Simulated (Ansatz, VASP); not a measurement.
# Si (Si(110)): VASP beside Ansatz

Wanted: the spread between two codes on one cell, functional and k mesh. The structure shown is the end of the VASP relaxation below.

Program: Ansatz 0.2.0. Level of theory: plane waves, with VASP 6.6.1 beside it; single point at PBE. Results are calculated unless marked as measured.

### Step 1. Starting point

The cell holds 18 atoms: 18 Si. Its edges and angles: a = 3.867 Å, b = 5.469 Å, c = 31.468 Å, α = 90.0°, β = 90.0°, γ = 90.0°. It derives from Si. As first built, before any earlier steps moved the atoms (in the runner's words): 9 layers, cut at this functional's lattice. Vacuum lies along c.

### Step 2. VASP: relaxation, PBE

This run makes the geometry at which the two programs are then compared.

Lines of VASP's logs that name or quote its potential files are left out, and so is its time.

INCAR reads:

```
SYSTEM = Si
PREC = Normal
ENCUT = 320
EDIFF = 1E-05
NELM = 120
ISMEAR = 0
SIGMA = 0.03
LREAL = Auto
ALGO = Fast
GGA = PE
NBANDS = 54
LORBIT = 11
LWAVE = .FALSE.
LCHARG = .FALSE.
KPAR = 2
NCORE = 2
IBRION = 2
NSW = 60
ISIF = 2
EDIFFG = -0.03
POTIM = 0.4
MAXMIX = 40
IDIPOL = 3
LDIPOL = .TRUE.
DIPOL = 0.5 0.5 0.5
```

POSCAR reads:

```
Si
1.0
    3.8669468306      0.0000000000      0.0000000000
    0.0000000000      5.4686886528      0.0000000000
    0.0000000000      0.0000000000     31.4677873224
Si
18
Direct
    0.7500000000      0.3750000000      0.7457717700
    0.2500000000      0.6250000000      0.7457717700
    0.2500000000      0.8750000000      0.6843288200
    0.7500000000      0.1250000000      0.6843288200
    0.7500000000      0.3750000000      0.6228858800
    0.2500000000      0.6250000000      0.6228858800
    0.2500000000      0.8750000000      0.5614429400
    0.7500000000      0.1250000000      0.5614429400
    0.7500000000      0.3750000000      0.5000000000
    0.2500000000      0.6250000000      0.5000000000
    0.2500000000      0.8750000000      0.4385570600
    0.7500000000      0.1250000000      0.4385570600
    0.7500000000      0.3750000000      0.3771141200
    0.2500000000      0.6250000000      0.3771141200
    0.2500000000      0.8750000000      0.3156711800
    0.7500000000      0.1250000000      0.3156711800
    0.7500000000      0.3750000000      0.2542282300
    0.2500000000      0.6250000000      0.2542282300
```

KPOINTS reads:

```
Automatic mesh
0
Gamma
6 5 1
0 0 0
```

PAW data sets: Si (PBE family, release 64).

Command:

```console
$ mpirun -np 4 vasp_std
```

Numbers of over 12 decimals in the logs are rounded to 6 here.

Log:

```text
[banner, memory and clock lines left out]
running    4 mpi-ranks, on    1 nodes
 distrk:  each k-point on    2 cores,    2 groups
 distr:  one band on    2 cores,    1 groups

 POSCAR found type information on POSCAR Si
 POSCAR found :  1 types and      18 ions
 LDA part: xc-table for (Slater+PW92), standard interpolation
 POSCAR, INCAR and KPOINTS ok, starting setup
 FFT: planning ... GRIDC
 FFT: planning ... GRID_SOFT
 FFT: planning ... GRID
 WAVECAR not read
 entering main loop
       N       E                     dE             d eps       ncg     rms          rms(c)
DAV:   1     0.214934312934E+03    0.21493E+03   -0.19176E+04  1296   0.697E+02
DAV:   2    -0.726297805528E+02   -0.28756E+03   -0.27564E+03  1702   0.153E+02
DAV:   3    -0.936447907081E+02   -0.21015E+02   -0.20568E+02  1568   0.398E+01
DAV:   4    -0.944552104484E+02   -0.81042E+00   -0.80645E+00  1952   0.889E+00
DAV:   5    -0.944795825848E+02   -0.24372E-01   -0.24356E-01  1840   0.151E+00    0.140E+01
RMM:   6    -0.931833985274E+02    0.12962E+01   -0.11013E+00  1296   0.218E+00    0.832E+00
RMM:   7    -0.927499460843E+02    0.43345E+00   -0.17954E+00  1305   0.315E+00    0.101E+00
RMM:   8    -0.927105566717E+02    0.39389E-01   -0.23674E-01  1353   0.144E+00    0.588E-01
RMM:   9    -0.927031591001E+02    0.73976E-02   -0.46786E-02  1328   0.710E-01    0.205E-01
RMM:  10    -0.927050411571E+02   -0.18821E-02   -0.16861E-02  1630   0.377E-01    0.235E-01
RMM:  11    -0.927054504411E+02   -0.40928E-03   -0.17110E-03  1471   0.129E-01    0.167E-01
RMM:  12    -0.927053208992E+02    0.12954E-03   -0.14779E-03  1309   0.101E-01    0.432E-02
RMM:  13    -0.927054310275E+02   -0.11013E-03   -0.29360E-04  1352   0.487E-02    0.161E-02
RMM:  14    -0.927056604070E+02   -0.22938E-03   -0.28125E-04  1231   0.348E-02    0.299E-02
RMM:  15    -0.927057194093E+02   -0.59002E-04   -0.48269E-05  1018   0.187E-02    0.896E-03
RMM:  16    -0.927057847216E+02   -0.65312E-04   -0.43789E-05   948   0.139E-02    0.550E-03
RMM:  17    -0.927058069927E+02   -0.22271E-04   -0.87933E-06   887   0.817E-03    0.367E-03
RMM:  18    -0.927058508468E+02   -0.43854E-04   -0.92390E-06   885   0.732E-03    0.536E-03
RMM:  19    -0.927058603824E+02   -0.95356E-05   -0.14111E-06   738   0.414E-03
   1 F= -.92705860E+02 E0= -.92702810E+02  d E =-.927059E+02
[... from here on, the cycles between the ionic steps are left out ...]
   2 F= -.92775778E+02 E0= -.92771842E+02  d E =-.699175E-01
   3 F= -.92832954E+02 E0= -.92828982E+02  d E =-.127094E+00
  12 F= -.92919590E+02 E0= -.92916125E+02  d E =-.558423E-02
  13 F= -.92921539E+02 E0= -.92918075E+02  d E =-.194941E-02
  14 F= -.92922329E+02 E0= -.92918865E+02  d E =-.273909E-02
  15 F= -.92924100E+02 E0= -.92920626E+02  d E =-.177142E-02
  16 F= -.92927228E+02 E0= -.92923730E+02  d E =-.489934E-02
  17 F= -.92927546E+02 E0= -.92924043E+02  d E =-.521676E-02
  18 F= -.92928461E+02 E0= -.92924959E+02  d E =-.915777E-03
  19 F= -.92930710E+02 E0= -.92927215E+02  d E =-.316456E-02
  20 F= -.92932780E+02 E0= -.92929309E+02  d E =-.523489E-02
  21 F= -.92932817E+02 E0= -.92929354E+02  d E =-.527133E-02
  22 F= -.92932832E+02 E0= -.92929366E+02  d E =-.528622E-02
 curvature:  -7.66 expect dE=-0.622E-02 dE for cont linesearch -0.336E-05
 trial: gam=-0.10581 g(F)=  0.813E-03 g(S)=  0.000E+00 ort = 0.144E-03 (trialstep = 0.612E+00)
 search vector abs. value=  0.131E-02
 bond charge predicted
       N       E                     dE             d eps       ncg     rms          rms(c)
DAV:   1    -0.929331642245E+02   -0.33683E-03   -0.46909E-03  1396   0.208E-01    0.628E-02
RMM:   2    -0.929331641033E+02    0.12111E-06   -0.29570E-04  1316   0.611E-02    0.468E-02
RMM:   3    -0.929331963414E+02   -0.32238E-04   -0.74105E-05  1305   0.326E-02    0.368E-02
RMM:   4    -0.929331977232E+02   -0.13818E-05   -0.22426E-05   878   0.174E-02
  23 F= -.92933198E+02 E0= -.92929722E+02  d E =-.365953E-03
 trial-energy change:   -0.000366  1 .order   -0.000350   -0.000489   -0.000211
 step:   1.0779(harm=  1.0779)  dis= 0.00196  next Energy=   -92.933262 (dE=-0.430E-03)
 reached required accuracy - stopping structural energy minimisation
```

OUTCAR, selected parts (step 2):

```text
ion  position               nearest neighbor table
   1  0.750  0.375  0.746-   2 2.37   2 2.37   4 2.37
   2  0.250  0.625  0.746-   1 2.37   1 2.37   3 2.37
   3  0.250  0.875  0.684-   6 2.37   4 2.37   4 2.37   2 2.37
   4  0.750  0.125  0.684-   5 2.37   3 2.37   3 2.37   1 2.37
   5  0.750  0.375  0.623-   4 2.37   8 2.37   6 2.37   6 2.37
   6  0.250  0.625  0.623-   3 2.37   7 2.37   5 2.37   5 2.37
   7  0.250  0.875  0.561-   6 2.37  10 2.37   8 2.37   8 2.37
   8  0.750  0.125  0.561-   5 2.37   9 2.37   7 2.37   7 2.37
   9  0.750  0.375  0.500-   8 2.37  12 2.37  10 2.37  10 2.37
  10  0.250  0.625  0.500-   7 2.37  11 2.37   9 2.37   9 2.37
  11  0.250  0.875  0.439-  10 2.37  14 2.37  12 2.37  12 2.37
  12  0.750  0.125  0.439-   9 2.37  13 2.37  11 2.37  11 2.37
  13  0.750  0.375  0.377-  12 2.37  16 2.37  14 2.37  14 2.37
  14  0.250  0.625  0.377-  11 2.37  15 2.37  13 2.37  13 2.37
  15  0.250  0.875  0.316-  14 2.37  16 2.37  16 2.37  18 2.37
  16  0.750  0.125  0.316-  13 2.37  15 2.37  15 2.37  17 2.37
  17  0.750  0.375  0.254-  18 2.37  18 2.37  16 2.37
  18  0.250  0.625  0.254-  17 2.37  17 2.37  15 2.37

  LATTYP: Found a simple orthorhombic cell.
 ALAT       =     3.8669468306
 B/A-ratio  =     1.4142135624
 C/A-ratio  =     8.1376312375

 Subroutine GETGRP returns: Found  8 space group operations
 (whereof  4 operations were pure point group operations)

The static configuration has the point symmetry C_2h.
 The point group associated with its full space group is D_2h.

 Found     12 irreducible k-points:

   k-points           NKPTS =     12   k-points in BZ     NKDIM =     12   number of bands    NBANDS=     54

   dimension x,y,z NGX =    18 NGY =   24 NGZ =  140
   dimension x,y,z NGXF=    36 NGYF=   48 NGZF=  280

   ENCUT  =  320.0 eV  23.52 Ry    4.85 a.u.   5.64  7.98 45.90*2*pi/ulx,y,z

   NELECT =      72.0000    total number of electrons

 k-points in reciprocal lattice and weights: Automatic mesh
   0.00000000  0.00000000  0.00000000       0.033
   0.16666667  0.00000000  0.00000000       0.067
   0.33333333  0.00000000  0.00000000       0.067
   0.50000000  0.00000000  0.00000000       0.033
   0.00000000  0.20000000  0.00000000       0.067
   0.16666667  0.20000000  0.00000000       0.133
   0.33333333  0.20000000  0.00000000       0.133
   0.50000000  0.20000000  0.00000000       0.067
   0.00000000  0.40000000  0.00000000       0.067
   0.16666667  0.40000000  0.00000000       0.133
   0.33333333  0.40000000  0.00000000       0.133
   0.50000000  0.40000000  0.00000000       0.067

 dipolmoment           0.000000      0.000000      0.000000 electrons x Angstroem

 average (electrostatic) potential at core
       1 -88.0495       2 -88.0495       3 -88.2261       4 -88.2261       5 -88.2881
       6 -88.2881       7 -88.3242       8 -88.3242       9 -88.3189      10 -88.3189
      11 -88.3242      12 -88.3242      13 -88.2881      14 -88.2881      15 -88.2261
      16 -88.2261      17 -88.0495      18 -88.0495

 E-fermi :   0.9969

 k-point     1 :       0.0000    0.0000    0.0000
  band No.  band energies     occupation
    ...
     31      -0.0508      2.00000
     32       0.2899      2.00000
     33       0.5553      2.00000
     34       0.7293      2.00000
     35       0.9916      1.19834
     36       1.1130      0.00000
     37       1.5978      0.00000
     38       1.7831      0.00000
     39       1.9391      0.00000
     40       2.1851      0.00000
    ...

 k-point     2 :       0.1667    0.0000    0.0000
  band No.  band energies     occupation
    ...
     32      -0.6116      2.00000
     33      -0.2921      2.00000
     34      -0.0927      2.00000
     35       0.5761      2.00000
     36       0.6462      2.00000
     37       1.9435      0.00000
     38       2.2791      0.00000
     39       2.6065      0.00000
     40       2.6971      0.00000
     41       2.7653      0.00000
    ...

 k-point     3 :       0.3333    0.0000    0.0000
  band No.  band energies     occupation
    ...
     32      -1.3646      2.00000
     33      -1.0644      2.00000
     34      -0.3548      2.00000
     35       0.2264      2.00000
     36       0.3427      2.00000
     37       1.5522      0.00000
     38       1.7498      0.00000
     39       1.8077      0.00000
     40       2.0298      0.00000
     41       2.5284      0.00000
    ...

  Total        2.9204362      5.4644130     -0.2314183      0.0000000      0.0000000      0.0000000
  in kB        7.0313821     13.1563825     -0.5571737      0.0000000      0.0000000      0.0000000
  external PRESSURE =       6.5435303 kB  Pullay stress =       0.0000000 kB

  energy-cutoff  :      320.00
  volume of cell :      665.45
      direct lattice vectors                 reciprocal lattice vectors
     3.866946831  0.000000000  0.000000000     0.258601952  0.000000000  0.000000000
     0.000000000  5.468688653  0.000000000     0.000000000  0.182859194  0.000000000
     0.000000000  0.000000000 31.467787322     0.000000000  0.000000000  0.031778529

 POSITION                                       TOTAL-FORCE (eV/Angst)
 -----------------------------------------------------------------------------------
      2.90021      2.14587     23.26463         0.000000      0.005417      0.003950
      0.96674      3.32282     23.26463        -0.000000     -0.005417      0.003950
      0.96674      4.81884     21.51921        -0.000000     -0.006097     -0.001916
      2.90021      0.64985     21.51921        -0.000000      0.006097     -0.001916
      2.90021      2.05532     19.60656        -0.000000      0.018882     -0.011015
      0.96674      3.41336     19.60656         0.000000     -0.018882     -0.011015
      0.96674      4.78501     17.66795         0.000000      0.010335      0.013394
      2.90021      0.68368     17.66795        -0.000000     -0.010335      0.013394
      2.90021      2.05154     15.73389        -0.000000      0.023180     -0.000000
      0.96674      3.41715     15.73389         0.000000     -0.023180     -0.000000
      0.96674      4.78501     13.79983        -0.000000      0.010335     -0.013394
      2.90021      0.68368     13.79983        -0.000000     -0.010335     -0.013394
      2.90021      2.05532     11.86123        -0.000000      0.018882      0.011015
      0.96674      3.41336     11.86123        -0.000000     -0.018882      0.011015
      0.96674      4.81884      9.94858        -0.000000     -0.006097      0.001916
      2.90021      0.64985      9.94858        -0.000000      0.006097      0.001916
      2.90021      2.14587      8.20315        -0.000000      0.005417     -0.003950
      0.96674      3.32282      8.20315        -0.000000     -0.005417     -0.003950
 -----------------------------------------------------------------------------------
    total drift:                               -0.000000      0.000000      0.000000

  FREE ENERGIE OF THE ION-ELECTRON SYSTEM (eV)
  ---------------------------------------------------
  free  energy   TOTEN  =       -92.9331977232 eV

  energy  without entropy=      -92.9262457334  energy(sigma->0) =      -92.92972173

 reached required accuracy - stopping structural energy minimisation

 vacuum level on the upper side and lower side of the slab         5.786         5.786

 total charge
# of ion       s       p       d       tot
------------------------------------------
    1        0.777   0.912   0.000   1.689
    2        0.777   0.912   0.000   1.689
    3        0.762   0.930   0.000   1.692
    4        0.762   0.930   0.000   1.692
    5        0.757   0.922   0.000   1.679
    6        0.757   0.922   0.000   1.679
    7        0.754   0.925   0.000   1.679
    8        0.754   0.925   0.000   1.679
    9        0.752   0.928   0.000   1.680
   10        0.752   0.928   0.000   1.680
   11        0.754   0.925   0.000   1.679
   12        0.754   0.925   0.000   1.679
   13        0.757   0.922   0.000   1.679
   14        0.757   0.922   0.000   1.679
   15        0.762   0.930   0.000   1.692
   16        0.762   0.930   0.000   1.692
   17        0.777   0.912   0.000   1.689
   18        0.777   0.912   0.000   1.689
--------------------------------------------------
tot         13.700  16.614   0.000  30.314

[... 3 further parts left out ...]
```

The run keeps the 8 symmetry operations of its start, so it cannot find a distortion of lower symmetry.

(Part 1 of 2 ends here.)

[Lines on the potential files, build, host, timing and source positions are cut from VASP's logs without a mark.]

[Logs are printed without paths, hosts, clocks, repeated set-up lines and the standing remarks that a program may print on its own settings, such as how far it seeks lower states.]

[Hosts, paths, dates, database ids (printed as entryN), source tags and the programs' standing remarks are cut or masked in the printed files.]
